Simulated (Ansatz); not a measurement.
## From a trial cell to the properties of Re (bcc)

Computed with Ansatz (plane waves, PAW, 420 eV cutoff): HSE06, scalar-relativistic, no spin polarisation, 10×10×10 k-mesh, Gaussian smearing of 0.05 eV. The datasets are Ansatz's generated set soft_2.

At room temperature and ambient pressure Re is hcp.

The first cell:

```cif
data_structure
_symmetry_space_group_name_H-M 'P 1'
_symmetry_Int_Tables_number 1
_cell_length_a 2.6731
_cell_length_b 2.6731
_cell_length_c 2.6731
_cell_angle_alpha 109.471
_cell_angle_beta 109.471
_cell_angle_gamma 109.471
_cell_volume 14.70
loop_
_atom_site_label
_atom_site_type_symbol
_atom_site_fract_x
_atom_site_fract_y
_atom_site_fract_z
_atom_site_occupancy
Re1 Re 0.00000 0.00000 0.00000 1
```

The runs in order:

| run | level | k-mesh | kind | V (Å³/atom) | P (GPa) | E − E(final) (meV/atom) | gap on the mesh (eV) |
| --- | --- | --- | --- | --- | --- | --- | --- |
| 1 | PBE | 8×8×8 | fixed cell | 14.70 | 9.5 | – | metal |
| 2 | PBE | 8×8×8 | fixed cell | 15.64 | -11.8 | – | metal |
| 3 | PBE | 8×8×8 | fixed cell | 15.08 | 0.0 | – | metal |
| 4 | HSE06 | 10×10×10 | fixed cell | 15.08 | -10.4 | 14.0 | metal |
| 5 | HSE06 | 10×10×10 | fixed cell | 14.04 | 19.3 | 36.5 | metal |
| 6 | HSE06 | 10×10×10 | fixed cell | 14.67 | 0.0 | 0.0 | metal |

The volume is at zero pressure for this level.

The final structure (symmetry read at 0.01 Å). It takes space group Im-3m (No. 229, cubic). Conventional cell: a = 3.084 Å, b = 3.084 Å, c = 3.084 Å, α = 90.00°, β = 90.00°, γ = 90.00°. Around Re (site symmetry m-3m) lie 8 Re at 2.67 Å. (Shells end 15 % past the nearest neighbour.)

- At the final geometry the gap, band path included, is zero (metallic).
- The runs in the table took roughly 1.8 core-minutes.

**Why it comes out so.**

The calculation's cell holds 15 valence electrons, an odd number. Without magnetic order each band takes two, so one stays part-filled and the crystal must be a metal. (Only strong correlation, outside this picture, could make a Mott insulator of it.)

No spin–orbit coupling, a notable omission for heavy elements. Pressures of hybrids are less tightly converged. For a metal under a hybrid functional this mesh is coarse.
